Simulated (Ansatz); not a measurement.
The cell is NaH, NiAs type; cell and atoms were relaxed with r2SCAN. It is hexagonal, P6_3/mmc (No. 194); a = 3.319 Å, c = 5.831 Å in the conventional setting, 13.91 Å³ an atom. Na is surrounded by 6 H at 2.41 Å; H is surrounded by 6 Na at 2.41 Å.

4 runs of the plane-wave code Ansatz on this cell differ in the functional (and in the settings that go with it). Levels are in eV from each run's valence top; v1 is the last filled band, c1 the first empty one.

Run A, mean stress +0.1 GPa (compression positive):
```
point     v2     v1    c1     c2
    Γ  -4.16  -1.37  5.67  13.36
    M  -0.93  -0.26  6.69   8.25
    K  -0.21  -0.21  8.04   8.44
```

Run B, mean stress -0.1 GPa (compression positive):
```
point     v2     v1    c1     c2
    Γ  -3.79  -1.25  4.60  12.14
    M  -0.84  -0.24  5.60   7.11
    K  -0.19  -0.19  6.96   7.31
```

Run C, mean stress +0.6 GPa (compression positive):
```
point     v2     v1    c1     c2
    Γ  -3.66  -1.18  3.39  10.41
    M  -0.81  -0.26  4.40   5.90
    K  -0.19  -0.19  5.56   6.11
```

Run D, mean stress -1.5 GPa (compression positive):
```
point     v2     v1    c1     c2
    Γ  -3.83  -1.25  3.02  10.35
    M  -0.87  -0.29  4.07   5.60
    K  -0.21  -0.21  5.16   5.83
```

**Question.** Match the runs to LDA, PBE, r2SCANh, DDH-PBE0.

**Answer.** A is DDH-PBE0, B is r2SCANh, C is PBE, D is LDA. In order of the gap: LDA 3.02, PBE 3.39, r2SCANh 4.60, DDH-PBE0 5.67 eV.

The calculation is spin-unpolarised, and the structure need not be a phase that has been made.

The stress of a hybrid is loosely converged in these runs.

The meshes of the hybrids are coarse, so their gaps aren't converged to the digits shown.
